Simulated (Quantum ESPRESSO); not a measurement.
Li: phonons at N under several settings

```
CELL_PARAMETERS angstrom
-1.75465 1.75465 1.75465
1.75465 -1.75465 1.75465
1.75465 1.75465 -1.75465
ATOMIC_POSITIONS crystal
Li 0.00000 0.00000 0.00000
```

All runs used Quantum ESPRESSO 7.5; potentials GBRV 1.5 PBEsol; k mesh 11 × 11 × 11; no spin polarisation; cutoff 612 eV; occupations cold, width 0.2 eV.

```tsv
level	geometry	volume (Å³/atom)	pressure (GPa)	frequencies (cm⁻¹)
PBEsol	relaxed at 0 GPa	20.22	0.0	30i 209 339
PBEsol	relaxed at 10 GPa	13.79	10.0	107i 220 513
PBEsol	relaxed at 25 GPa	10.76	25.0	162i 195 659
PBEsol	relaxed at 50 GPa	?	50.0	?
PBEsol	relaxed at 80 GPa	7.23	80.0	250i 234i 948
```

What stands in the row left open?

Volume 8.57 Å³/atom; frequencies 212i 81 821 cm⁻¹.

Values marked i are imaginary: the cell is unstable against those modes at that level, or the meshes are too thin.

Caveats: some modes are imaginary; the q point doesn't lie on the k mesh, which can shift a metal's frequencies strongly unless the mesh is converged; the mesh is thin for the phonons of a metal (some runs); the volume moved by over 15 % at a fixed basis, so the end points are rough (some runs); the cell is more than 3 GPa from zero pressure, which shifts response properties (some runs).

For the row left open. Caveat: the mesh is thin for the phonons of a metal; some modes are imaginary; the volume moved by over 15 % at a fixed basis, so the end points are rough; the cell is more than 3 GPa from zero pressure, which shifts response properties; the q point doesn't lie on the k mesh, which can shift a metal's frequencies strongly unless the mesh is converged.
